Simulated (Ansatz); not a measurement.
Crystal: MgO.

```
Mg O
1.0
     0.00000    2.09700    2.09700
     2.09700    0.00000    2.09700
     2.09700    2.09700    0.00000
Mg O
1 1
Direct
  0.00000 0.00000 0.00000
  0.50000 0.50000 0.50000
```

The cell is a database's computed one.

Base run:

- Program: Ansatz 0.2.0
- Functional: BLYP
- Potentials or basis: all-electron LAPW, scalar-relativistic
- Cutoff: 316 eV (chosen from the basis error)
- Basis error allowed: 0.001 eV/atom
- k mesh: 11 × 11 × 11
- Occupations: fermi-dirac, width 0.05 eV
- Spin: no spin polarisation

Its results: band gap on the k mesh 5.14 eV, direct; pressure 9.5 GPa.

**Question.** The run is repeated on the same cell with these changes: functional from BLYP to LDA. What comes out?

**Answer.** Band gap on the k mesh 4.78 eV, direct; pressure -3.9 GPa.

LDA binds more tightly than BLYP, so the same cell stands under less pressure.
